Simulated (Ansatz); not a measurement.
Te2Mo: an elastic constant from a strain scan

Level of theory: Ansatz 0.2.0, DFT PBE+D3(BJ), scalar-relativistic, plane waves, PAW. Settings: plane waves to 420 eV, k-mesh 12×12×2 (Γ-centred), Gaussian smearing 0.05 eV. No spin polarisation. Energies are free energies at this smearing, counted from the undisturbed cell; pressure is positive in compression.

The undisturbed cell (relaxed at this level):

```
Te Mo
1.0
     3.49640    0.00000    0.00000
    -1.74820    3.02797    0.00000
     0.00000    0.00000   13.70084
Te Mo
4 2
Direct
  0.33333 0.66667 0.61734
  0.66667 0.33333 0.11734
  0.33333 0.66667 0.88266
  0.66667 0.33333 0.38266
  0.33333 0.66667 0.25000
  0.66667 0.33333 0.75000
```

The cell is strained by ε times the Voigt pattern (1, 1, 0, 0, 0, 0) (xx, yy, zz, yz, xz, xy; engineering shear) with fractional coordinates fixed. The cell holds 6 atoms in V0 = 145.05 Å³. The stress column is τ = (1/V0) dE/dε, got from the stress tensor σ (compression positive) at each point as −det(1 + εP) σ : P(1 + εP)⁻¹, with P the pattern as a tensor.

```csv
ε,ΔE (meV/atom),τ (GPa)
-0.0600,135.789,-32.614
-0.0450,73.159,-22.926
-0.0300,31.171,-14.348
-0.0150,7.472,-6.743
0.0000,0.000,0.006
0.0150,6.926,5.998
0.0300,26.643,11.320
0.0450,57.717,16.045
0.0525,77.108,18.203
0.0600,?,?
```

**Question.** Which combination of elastic constants does this scan measure, and how large is it?

**Answer.** For small ε, τ = τ0 + Kε with K = pᵀCp, which for this pattern is C11 + C22 + 2 C12 in the Cartesian frame shown. The parabola through τ at ε = -0.0150, 0 and 0.0150 has slope K = 425 GPa at zero. The energies per cell, E = NΔE, of the same two points give K = 2[E(ε₊)/ε₊ − E(ε₋)/ε₋]/[(ε₊ − ε₋)V0] = 424 GPa, in agreement. These are clamped-ion values.

**Question.** Predict the withheld row at ε = 0.0600 from the harmonic law, and compare.

**Answer.** ΔE = V0(τ0 ε + Kε²/2)/N = 115.398 meV/atom and τ = 25.49 GPa. The calculation gives 98.867 meV/atom and 20.23 GPa: the energy lies 14 % below the harmonic value, as bonds soften when stretched.

Forces appear on the atoms along this scan, and letting them relax would lower the energy and soften the response.